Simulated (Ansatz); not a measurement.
Crystal: CuO (Tenorite).

```
CELL_PARAMETERS angstrom
2.34185 -1.71130 0.00000
2.34185 1.71130 0.00000
-0.85003 0.00000 5.05787
ATOMIC_POSITIONS crystal
Cu 0.50000 0.00000 0.50000
Cu 0.00000 0.50000 0.00000
O 0.41840 0.58160 0.75000
O 0.58160 0.41840 0.25000
```

```yaml
Program: Ansatz 0.2.0
Task: relaxation of cell and atoms
Functional: RPBE
Dispersion: D3(BJ)
Potentials_or_basis: Ansatz PAW
Cutoff: "420 eV (not typed: the program's choice for these potentials)"
k_mesh: 10 × 10 × 5
Occupations: fermi-dirac, width 0.05 eV
Spin: no spin polarisation
```

At the start: volume 10.13 Å³/atom.

**Question.** How do energy, volume and symmetry change on relaxing?

**Answer.** It ends after 13 steps and the volume is 8.84 Å³/atom (-12.8 %); space group C2/c (No. 15, to 0.05 Å).

The path:
```csv
step,energy change (eV),largest force (eV/Å),volume (Å³)
1,0.0000,0.1363,40.54
2,-0.1338,0.0141,38.48
3,-0.2121,0.1861,36.31
4,-0.2411,0.0343,35.98
5,-0.2504,0.0037,35.61
6,-0.2512,0.0051,35.60
7,-0.2513,0.0018,35.56
8,-0.2451,0.0037,35.56
9,-0.2468,0.0030,35.39
10,-0.2468,0.0003,35.39
11,-0.2461,0.0000,35.39
12,-0.2463,0.0002,35.37
13,-0.2462,0.0002,35.37
```

Final structure:
```
Cu O
1.0
     2.42291   -1.50907   -0.12373
     2.42291    1.50907   -0.12373
    -1.14668    0.00000    4.89485
Cu O
2 2
Direct
  0.50000 0.00000 0.50000
  0.00000 0.50000 0.00000
  0.34229 0.65771 0.75000
  0.65771 0.34229 0.25000
```

Caveat: the plane-wave basis is chosen anew once the cell has moved, so the energies of steps on either side of that aren't comparable; the pressure holds a Pulay correction of +0.7 GPa for the finite cutoff; the volume moved by -13 % from the deposited cell, more than functionals usually miss; the run has no spin polarisation, though such a crystal can be magnetic; the PAW data sets come from PBE, with cores solved anew for the run's functional, which leaves a small shift of forces and pressure.
